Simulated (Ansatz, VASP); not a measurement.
## Y in VASP and in Ansatz

File INCAR:

```
SYSTEM = Y
PREC = Accurate ; ENCUT = 520
EDIFF = 1E-7 ; ISMEAR = 0
SIGMA = 0.15 ; LREAL = .FALSE.
LASPH = .TRUE. ; NELM = 60
ALGO = Fast ; ISIF = 2
LWAVE = .FALSE. ; LCHARG = .TRUE.
GGA = PE ; LELF = .TRUE.
LVHAR = .TRUE. ; NBANDS = 18
```

The input KPOINTS:

```
Automatic mesh
0
G
  18 18 8
  0 0 0
```

Contents of POSCAR:

```
Y
1.0
    3.7427867180      0.0000000000      0.0000000000
   -1.8713933590      3.2413483788      0.0000000000
    0.0000000000      0.0000000000      5.8910850000
Y
2
Direct
    0.3333333333      0.6666666667      0.2500000000
    0.6666666667      0.3333333333      0.7500000000
```

Input for Ansatz:

```yaml
crystal:
  lattice:
    - [3.742786718, 0.0, 0.0]
    - [-1.871393359, 3.2413483788, 0.0]
    - [0.0, 0.0, 5.891085]
  atoms:
    - { symbol: "Y", position: [0.3333333333, 0.6666666667, 0.25] }
    - { symbol: "Y", position: [0.6666666667, 0.3333333333, 0.75] }
basis:
  ecutwfc: 420
kpoints:
  mp_grid: { grid: [18, 18, 8] }
hamiltonian:
  xc: pbe
scf:
  occupations: { method: gaussian, width: 0.15 }
output:
  forces: true
  stress: true
  eigenvalues: true
```

Change from the starting cell: strain +0.025 along x and y, +0.025 along z, atoms carried along.

Alike in both runs: task single point; functional PBE; k mesh 18 × 18 × 8; occupations gaussian, width 0.15 eV; no spin polarisation.

```csv
,VASP,Ansatz
version,VASP 6.6.1,Ansatz 0.2.0
potentials or method,"VASP PAW PBE potentials, release 64 (Y_sv)","scalar-relativistic, plane waves, PAW"
plane-wave cutoff (eV),520,420
valence electrons in the cell,22,22
```

|  | VASP | Ansatz | Ansatz less VASP |
| --- | --- | --- | --- |
| gap on the k mesh at the Fermi level (eV) | none | none | - |
| pressure (GPa) | -3.0 | -3.0 | +0.08 |
| largest component of the traceless stress (GPa) | 0.39 | 0.39 | +0.001 |

A gap of «none» marks a metal or a gap that the smearing closes. With one functional, cell and mesh, what is left measures potentials, basis and numerics.
